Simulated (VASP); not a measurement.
MgO2: equation of state with PBEsol

Crystal: MgO2.

```
Mg O
1.0
     1.58002    0.91222    3.45631
    -1.58002    0.91222    3.45631
     0.00000   -1.82445    3.45631
Mg O
1 2
Direct
  0.00000 0.00000 0.00000
  0.57116 0.57116 0.57116
  0.42884 0.42884 0.42884
```

The cell comes from a database or a generator and needn't be the stable form of this composition.

* Program: VASP 6.6.1
* Task: equation of state
* Functional: PBEsol
* Potentials or basis: VASP PAW PBE potentials, release 64 (Mg, O)
* Cutoff: 520 eV
* k mesh: 8 × 8 × 8
* Occupations: gaussian, width 0.02 eV
* Spin: no spin polarisation

```yaml
Equilibrium_volume: 10.01 Å³/atom
Bulk_modulus_at_fixed_shape_and_positions: 142 GPa
Pressure_derivative_of_the_bulk_modulus: "4.2 (rough: it moves with the points fitted)"
```

Energy against volume, from the lowest point:
| volume (Å³/atom) | energy (meV/atom) |
| --- | --- |
| 9.565 | 9.23 |
| 9.764 | 2.61 |
| 9.963 | 0.00 |
| 10.163 | 0.98 |
| 10.362 | 5.21 |

All runs of the series together: 2 min on 1 thread of Intel(R) Xeon(R) Platinum 8488C (Sapphire Rapids) (shared host).

Caveat: the cell was scaled at fixed shape and fractional positions, which overstates the stiffness of a crystal with free parameters, most of all of layers and chains; the PAW data sets were made with another functional, which shifts forces and pressure a little.
